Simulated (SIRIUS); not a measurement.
## AlRu under changes of volume

One of the cells (13.655 Å³/atom); the others are scaled copies at fixed shape and fractional positions:

```
Ru Al
1.0
     3.01141    0.00000    0.00000
     0.00000    3.01141    0.00000
     0.00000    0.00000    3.01141
Ru Al
1 1
Cartesian
  1.5057 1.5057 1.5057
  0.0000 0.0000 0.0000
```

```yaml
Program: SIRIUS 7.10.0
Functional: PBEsol
Potentials_or_basis: PseudoDojo 0.4.1 PBEsol standard (scalar relativistic)
Cutoff: 1152 eV
Density_cutoff: 4606 eV
k_mesh: 9 × 9 × 9
Occupations: fermi-dirac, width 0.05 eV
Spin: no spin polarisation
```

```tsv
volume (Å³/atom)	energy over the lowest point (meV/atom)	pressure (GPa)
12.584	?	?
12.851	5.81	6.0
13.119	0.00	1.1
13.655	10.66	-7.1
13.922	25.63	-10.6
14.190	46.13	-13.8
```

What does the run at 12.584 Å³/atom give?

Energy over the lowest point 20.21 meV/atom; pressure 11.4 GPa.

Worked out: A Birch-Murnaghan fit of order 3 (a polynomial in V^(-2/3)) to the other rows has its minimum at 13.18 Å³/atom with B0 = V·E''(V) = 221 GPa and B' = 4.4. It gives 20.18 meV/atom at 12.584 Å³/atom, against the run's 20.21, and -dE/dV = 11.4 GPa, against 11.4.

Energies are extrapolated to zero smearing.
